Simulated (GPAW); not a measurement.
# PbS (P-6m2) in GPAW: convergence with k mesh

Aim: find how far k mesh must go before the results for PbS settle, at r2SCAN. This setting moves, with any that are tied to it; all else stays.

Program: GPAW 26.7.0. These are calculated values, not measurements. Logs are shortened: lines on timing, memory, paths and dates and some standing lists are left out, and cuts for length are marked. The log counts tension as positive stress, the text compression.

### 1 The structure

It takes space group P-6m2 (No. 187, hexagonal). Conventional cell: a = 4.090 Å, b = 4.090 Å, c = 3.788 Å, α = 90.00°, β = 90.00°, γ = 120.00°. Pb (site symmetry -6m2) has 6 S at 3.03 Å as nearest neighbours. Around S (site symmetry -6m2) lie 6 Pb at 3.03 Å.

Measurements of this composition are mostly on another form, of space group No. 225.

### 2 With k mesh 2 × 2 × 2

run.py reads:

```python
from ase.dft.bandgap import bandgap
from ase.io import read, write
from ase.units import GPa
from gpaw import GPAW, PW

atoms = read('PbS.xyz')

calc = GPAW(mode=PW(600),
            xc='MGGA_X_R2SCAN+MGGA_C_R2SCAN',
            kpts={'size': (2, 2, 2), 'gamma': True},
            occupations={'name': 'fermi-dirac', 'width': 0.05},
            nbands=19,
            convergence={'density': 1e-05, 'energy': 1e-05},
            maxiter=100,
            txt='gpaw.txt')
atoms.calc = calc
energy = atoms.get_potential_energy()
forces = atoms.get_forces()
stress = atoms.get_stress()
calc.write('gs.gpw')
write('result.traj', atoms)
print(f'Energy: {energy:.6f} eV')
print('Forces (eV/A):')
print(forces.round(4))
print('Stress (GPa):', (stress / GPa).round(3))
print('Fermi level:', round(calc.get_fermi_level(), 4), 'eV')
print(f'Gap: {bandgap(calc)[0]:.4f} eV, direct: {bandgap(calc, direct=True)[0]:.4f} eV')
```

PbS.xyz reads:

```xyz
2
Lattice="4.0896976867 0.0000000000 0.0000000000 -2.0448488433 3.5417820905 0.0000000000 0.0000000000 0.0000000000 3.7881670000" Properties=species:S:1:pos:R:3 pbc="T T T"
Pb     0.0000000000      0.0000000000      0.0000000000
S      2.0448488436      1.1805940300      1.8940835000
```

Potentials or basis: GPAW PAW data sets (gpaw-data 1.2.1), pw.

Started as:

```bash
$ OMP_NUM_THREADS=1 python run.py
```

gpaw.txt:

```text
__  _  _
 | _ |_)|_||  |
 |__||  | ||/\| - 26.7.0

Input parameters:
  mode=PW(ecut=600.0),
  convergence={'density': 1e-05, 'energy': 1e-05},
  kpts=MonkhorstPack(size=(2, 2, 2), gamma=True),
  maxiter=100,
  nbands=19,
  occupations=Occupations(name='fermi-dirac', width=0.05),
  xc=XC(name='MGGA_X_R2SCAN+MGGA_C_R2SCAN')

Diagonalizing LCAO Hamiltonian
Converting LCAO to pw mode

             S

       Pb

Atoms  # Å, Bohr magnetons
|   | symbol |        x |        y |        z |    initial magnetic moments |
|---|--------|----------|----------|----------|-----------------------------|
| 0 |     Pb | 0.000000 | 0.000000 | 0.000000 | ( 0.0000,  0.0000,  0.0000) |
| 1 |      S | 2.044849 | 1.180594 | 1.894084 | ( 0.0000,  0.0000,  0.0000) |

Unit cell  # Å
| periodic |         x |        y |        z |  lengths |     angles |
|----------|-----------|----------|----------|----------|------------|
|      yes |  4.089698 | 0.000000 | 0.000000 | 4.089698 |  90.000000 |
|      yes | -2.044849 | 3.541782 | 0.000000 | 4.089698 |  90.000000 |
|      yes |  0.000000 | 0.000000 | 3.788167 | 3.788167 | 120.000000 |

Number of symmetries: 12
Symmetry operations  # r_c * U_cc + t_c -> r_c
|    | kind |            matrix            |
|----|------|------------------------------|
|  0 |  σ   |  1, 1, 0,  0,-1, 0,  0, 0, 1 |
|  1 |  C2  |  1, 1, 0,  0,-1, 0,  0, 0,-1 |
|  2 |  E   |  1, 0, 0,  0, 1, 0,  0, 0, 1 |
|  3 |  σ   |  1, 0, 0,  0, 1, 0,  0, 0,-1 |
|  4 |  C3  |  0, 1, 0, -1,-1, 0,  0, 0, 1 |
|  5 |  S3  |  0, 1, 0, -1,-1, 0,  0, 0,-1 |
|  6 |  σ   |  0,-1, 0, -1, 0, 0,  0, 0, 1 |
|  7 |  C2  |  0,-1, 0, -1, 0, 0,  0, 0,-1 |
|  8 |  σ   | -1, 0, 0,  1, 1, 0,  0, 0, 1 |
|  9 |  C2  | -1, 0, 0,  1, 1, 0,  0, 0,-1 |
| 10 |  C3  | -1,-1, 0,  1, 0, 0,  0, 0, 1 |
| 11 |  S3  | -1,-1, 0,  1, 0, 0,  0, 0,-1 |

BZ-sampling:
  Number of BZ points: 8
  Number of IBZ points: 4

  Monkhorst-Pack size: [2, 2, 2]
  Monkhorst-Pack shift: [0.25, 0.25, 0.25]

K-points  # in reciprocal-cell coordinates
|   |                                coordinates |     weight |
|---|--------------------------------------------|------------|
| 0 | (  0.00000000,   0.00000000,   0.00000000) | 0.12500000 |
| 1 | (  0.00000000,   0.00000000,   0.50000000) | 0.12500000 |
| 2 | (  0.50000000,   0.50000000,   0.00000000) | 0.37500000 |
| 3 | (  0.50000000,   0.50000000,   0.50000000) | 0.37500000 |

Plane wave coefficients: 1864
Cutoff: 600.0 eV

Spin-components: 1 (collinear spins)
Bands:           19
Projectors:      11
Spin-degeneracy: 2
Datatype:        complex128

Parallelization:
  kpt:    1
  domain: 1
  band:   1

Density:
  Valence electrons: 20.0
  Components: 1
  Grid points: [24 24 24]
  Charge: 0.0  # |e|

Potential:
  Grid points: [24 24 24]

species:
  Pb:
    name:    Lead
    Z:       82.0
    valence: 14
    core:    68
    charge:  0.0  # [|e|]
    compensation charges:
      type: gauss
      rc: 0.38  # [Å]
      lmax: 2
    cutoffs:
      filter: 2.36  # [Å]
      core: 2.43  # [Å]
    projectors
    | kind |    occ | energy [eV] | rcut [Å] |
    |------|--------|-------------|----------|
    |   6s |  2.000 |     -11.969 |    1.259 |
    |   6p |  2.000 |      -3.506 |    1.275 |
    |   5d | 10.000 |     -21.211 |    1.217 |
    |    s |        |      15.243 |    1.259 |
    |    p |        |      23.705 |    1.275 |
    |    d |        |       6.001 |    1.217 |

    Using partial waves for Pb as LCAO basis

  S:
    name:    Sulfur
    Z:       16.0
    valence: 6
    core:    10
    charge:  0.0  # [|e|]
    compensation charges:
      type: gauss
      rc: 0.24  # [Å]
      lmax: 2
    cutoffs:
      filter: 1.77  # [Å]
      core: 1.66  # [Å]
    projectors
    | kind |    occ | energy [eV] | rcut [Å] |
    |------|--------|-------------|----------|
    |   3s |  2.000 |     -17.254 |    0.974 |
    |   3p |  4.000 |      -7.008 |    0.979 |
    |    s |        |       9.957 |    0.974 |
    |    p |        |      20.203 |    0.979 |
    |    d |        |       0.000 |    0.900 |

    Using partial waves for S as LCAO basis

Reference energy: -578132.083262  # eV

eigensolver:
  PPCG
  Converge bands: occupied
  niter=2

density mixing:
  MSR1-Mixer
  Pratt-step length: 0.05
  Maximum mixing coefficient: 0.75
  Old densities: 10
  SVD Regularization: 0.005
  Good broyden scale: 1.0
  Trust region scale: 1.0
  Backstep threshold: 4.0
  History deletion threshold: 6.0
  Fourier metric: weight=20.0, sigma=0.015

occupation numbers:
  Fermi-Dirac:
    width: 0.0500  # eV

poisson solver:
  ecut: 4800.0  # eV

xc functional:
  name: MGGA_X_R2SCAN+MGGA_C_R2SCAN with 2 nearest neighbor stencil

convergence criteria:
- Maximum integral of absolute [dens]ity change: 1e-05 electrons / valence electron
- Maximum [total energy] change in last 3 cyles: 1e-05 eV / valence electron
- Maximum integral of absolute [eigenst]ate change: 4e-08 eV^2 / valence electron
maximum number of iterations: 100

SCF iterations
|iter     | |      energy | eigst |  dens |
|---------|-|-------------|-------|-------|
|iter:   1| |  -33.935622 | -0.06 |       |
|iter:   2| |  -29.736701 | -1.03 | -1.12 |
|iter:   3| |  -62.467798 | -0.05 | -1.12 |
|iter:   4| |  -29.945275 | +0.25 | -0.23 |
|iter:   5| |  -29.268733 | -1.84 | -1.49 |
|iter:   6| |  -29.271862 | -2.35 | -1.84 |
|iter:   7| |  -29.273042 | -3.51 | -2.29 |
|iter:   8| |  -29.273374 | -4.01 | -2.87 |
|iter:   9| |  -29.273427 | -4.56 | -3.12 |
|iter:  10| |  -29.273436c| -5.51 | -3.97 |
|iter:  11| |  -29.273436c| -7.04 | -4.40 |
|iter:  12| |  -29.273436c| -8.01c| -5.05c|

Converged in 12 steps
Energy contributions relative to reference atoms: (reference = -578132.083262)

Energy contributions:
  Kinetic:          20.647891
  Coulomb:         -20.481214
  Zero:             -0.077347
  External:          0.000000
  Xc:              -29.362760
  Entropy:          -0.000011
  Spinorbit:         0.000000
  ----------------------------
  Free energy:     -29.273442
  Extrapolated:    -29.273436

dipole moment: (-7.957289, -15.283895, -15.945644)  # |e|*Ang

Fermi level: 6.124
Eigenvalues  # (at kpt = [0.000, 0.000, 0.000])
| band index |      eig [eV] | occ [0-2] |
|------------|---------------|-----------|
|          0 |       -12.310 |     2.000 |
|        ... |               |           |
|          2 |       -12.260 |     2.000 |
|          3 |       -12.185 |     2.000 |
|          4 |       -12.185 |     2.000 |
|          5 |        -8.170 |     2.000 |
|          6 |        -1.065 |     2.000 |
|          7 |         3.265 |     2.000 |
[... 9 lines left out ...]
|         17 |        17.343 |     0.000 |
|         18 |        17.343 |     0.000 |

Gap: 1.015 eV
Transition (v -> c):
  (s=0, k=1, n=9, [0.00, 0.00, 0.50]) -> (s=0, k=1, n=10, [0.00, 0.00, 0.50])
No difference between direct/indirect transitions

Forces  # eV/Ang
|       x |       y |       z |
|---------|---------|---------|
| 0.00000 | 0.00000 | 0.00000 |  # Pb   0
| 0.00000 | 0.00000 | 0.00000 |  # S    1

Stress tensor  # eV/Ang^3
|         x |         y |        z |
|-----------|-----------|----------|
|  0.001304 | -0.000000 | 0.000000 |
| -0.000000 |  0.001304 | 0.000000 |
|  0.000000 |  0.000000 | 0.014979 |

# Writing to gs.gpw (mode='')
```

stdout:

```text
Energy: -29.273436 eV
Forces (eV/A):
[[0. 0. 0.]
 [0. 0. 0.]]
Stress (GPa): [ 0.209  0.209  2.4    0.     0.    -0.   ]
Fermi level: 6.1242 eV
Gap: 1.0151 eV, direct: 1.0151 eV
```

Wall time 13 s (1 thread of Arm Neoverse V1, shared host); peak memory 0.28 GiB.

What came out:

| Quantity | Value |
| --- | --- |
| Free energy | -29.2734 eV |
| Pressure | -0.9 GPa |
| Band gap on the k mesh | 1.02 eV, direct |

### 3 With k mesh 3 × 3 × 2

run.py: that of step 2 with these lines changed.

```diff
@@ -9,3 +9,3 @@
             xc='MGGA_X_R2SCAN+MGGA_C_R2SCAN',
-            kpts={'size': (2, 2, 2), 'gamma': True},
+            kpts={'size': (3, 3, 2), 'gamma': True},
             occupations={'name': 'fermi-dirac', 'width': 0.05},
```

PbS.xyz is that of step 2.

Potentials or basis: GPAW PAW data sets (gpaw-data 1.2.1), pw.

Started as:

```bash
$ OMP_NUM_THREADS=1 python run.py
```

Wall time 22 s (1 thread of Arm Neoverse V1, shared host); peak memory 0.28 GiB.

What came out:

```
Free energy            : -29.4141 eV
Pressure               : -4.0 GPa
Band gap on the k mesh : none (metal or under the smearing width)
```

### 4 With k mesh 3 × 3 × 3

run.py: that of step 3 with these lines changed.

```diff
@@ -9,3 +9,3 @@
             xc='MGGA_X_R2SCAN+MGGA_C_R2SCAN',
-            kpts={'size': (3, 3, 2), 'gamma': True},
+            kpts={'size': (3, 3, 3), 'gamma': True},
             occupations={'name': 'fermi-dirac', 'width': 0.05},
```

PbS.xyz is that of step 3.

Started as:

```bash
$ OMP_NUM_THREADS=1 python run.py
```

Run time: 21 s. Hardware: 1 thread of Arm Neoverse V1, shared host; peak memory 0.28 GiB.

What came out:

- Free energy: -29.5701 eV
- Pressure: -1.7 GPa
- Band gap on the k mesh: 0.79 eV, indirect (least direct gap 2.03 eV)

### 5 With k mesh 4 × 4 × 4

run.py: that of step 4 with these lines changed.

```diff
@@ -9,3 +9,3 @@
             xc='MGGA_X_R2SCAN+MGGA_C_R2SCAN',
-            kpts={'size': (3, 3, 3), 'gamma': True},
+            kpts={'size': (4, 4, 4), 'gamma': True},
             occupations={'name': 'fermi-dirac', 'width': 0.05},
```

PbS.xyz is that of step 4.

Started as:

```bash
$ OMP_NUM_THREADS=1 python run.py
```

Wall time 39 s (1 thread of Arm Neoverse V1, shared host); peak memory 0.29 GiB.

It converged, with:

```
Free energy            : -29.5062 eV
Pressure               : -1.1 GPa
Band gap on the k mesh : 0.35 eV, indirect (least direct gap 1.17 eV)
```

### 6 With k mesh 5 × 5 × 5

run.py: that of step 5 with these lines changed.

```diff
@@ -9,3 +9,3 @@
             xc='MGGA_X_R2SCAN+MGGA_C_R2SCAN',
-            kpts={'size': (4, 4, 4), 'gamma': True},
+            kpts={'size': (5, 5, 5), 'gamma': True},
             occupations={'name': 'fermi-dirac', 'width': 0.05},
```

PbS.xyz is that of step 5.

Potentials or basis: GPAW PAW data sets (gpaw-data 1.2.1), pw.

Started as:

```bash
$ OMP_NUM_THREADS=1 python run.py
```

It took 46 s on 1 thread of Arm Neoverse V1, shared host; peak memory 0.29 GiB.

Results (log left out):

```
Free energy            : -29.5170 eV
Pressure               : -1.1 GPa
Band gap on the k mesh : 1.08 eV, indirect (least direct gap 2.38 eV)
```

### 7 With k mesh 6 × 6 × 5

run.py: that of step 6 with these lines changed.

```diff
@@ -9,3 +9,3 @@
             xc='MGGA_X_R2SCAN+MGGA_C_R2SCAN',
-            kpts={'size': (5, 5, 5), 'gamma': True},
+            kpts={'size': (6, 6, 5), 'gamma': True},
             occupations={'name': 'fermi-dirac', 'width': 0.05},
```

PbS.xyz is that of step 6.

Started as:

```bash
$ OMP_NUM_THREADS=1 python run.py
```

Run time: 63 s. Hardware: 1 thread of Arm Neoverse V1, shared host; peak memory 0.3 GiB.

It converged, with:

* Free energy: -29.5172 eV
* Pressure: -1.2 GPa
* Band gap on the k mesh: 0.14 eV, indirect (least direct gap 2.03 eV)

### 8 With k mesh 7 × 7 × 6

run.py: that of step 7 with these lines changed.

```diff
@@ -9,3 +9,3 @@
             xc='MGGA_X_R2SCAN+MGGA_C_R2SCAN',
-            kpts={'size': (6, 6, 5), 'gamma': True},
+            kpts={'size': (7, 7, 6), 'gamma': True},
             occupations={'name': 'fermi-dirac', 'width': 0.05},
```

PbS.xyz is that of step 7.

Started as:

```bash
$ OMP_NUM_THREADS=1 python run.py
```

Run time: 92 s. Hardware: 1 thread of Arm Neoverse V1, shared host; peak memory 0.3 GiB.

It converged, with:

| Quantity | Value |
| --- | --- |
| Free energy | -29.5135 eV |
| Pressure | -1.3 GPa |
| Band gap on the k mesh | none (metal or under the smearing width) |

### 9 With k mesh 8 × 8 × 8

run.py: that of step 8 with these lines changed.

```diff
@@ -9,3 +9,3 @@
             xc='MGGA_X_R2SCAN+MGGA_C_R2SCAN',
-            kpts={'size': (7, 7, 6), 'gamma': True},
+            kpts={'size': (8, 8, 8), 'gamma': True},
             occupations={'name': 'fermi-dirac', 'width': 0.05},
```

PbS.xyz is that of step 8.

Potentials or basis: GPAW PAW data sets (gpaw-data 1.2.1), pw.

Started as:

```bash
$ OMP_NUM_THREADS=1 python run.py
```

Wall time 2.4 min (1 thread of Arm Neoverse V1, shared host); peak memory 0.32 GiB.

The run converged. Its results:

```yaml
Free_energy: -29.5141 eV
Pressure: -1.2 GPa
Band_gap_on_the_k_mesh: none (metal or under the smearing width)
```

### 10 Summary

```csv
k mesh,"energy less the tightest run, at zero smearing (meV/atom)",pressure (GPa),gap on the mesh (eV),SCF cycles,CPU time (s),peak memory (GiB)
2 × 2 × 2,119.93,-0.94,1.015,12,13,0.28
3 × 3 × 2,52.44,-4.03,0.000,15,22,0.28
3 × 3 × 3,-28.36,-1.66,0.794,14,21,0.28
4 × 4 × 4,3.78,-1.10,0.350,15,39,0.29
5 × 5 × 5,-1.87,-1.12,1.076,14,46,0.29
6 × 6 × 5,-1.57,-1.19,0.141,14,63,0.3
7 × 7 × 6,0.52,-1.26,0.000,14,92,0.3
8 × 8 × 8,0.00,-1.21,0.000,14,140,0.32
```

Against the tightest run, the energy stays within 1 meV/atom from 7 × 7 × 6 on; the pressure stays within 0.1 GPa from 5 × 5 × 5 on; the gap on the mesh stays within 0.01 eV from 7 × 7 × 6 on. Meshes of other sizes hit other points, so gaps and Fermi surfaces needn't settle smoothly. The tightest run that finished is the yardstick and may itself not be fully converged.

Caveats: the PAW data sets were made with another functional, which shifts forces and pressure a little.
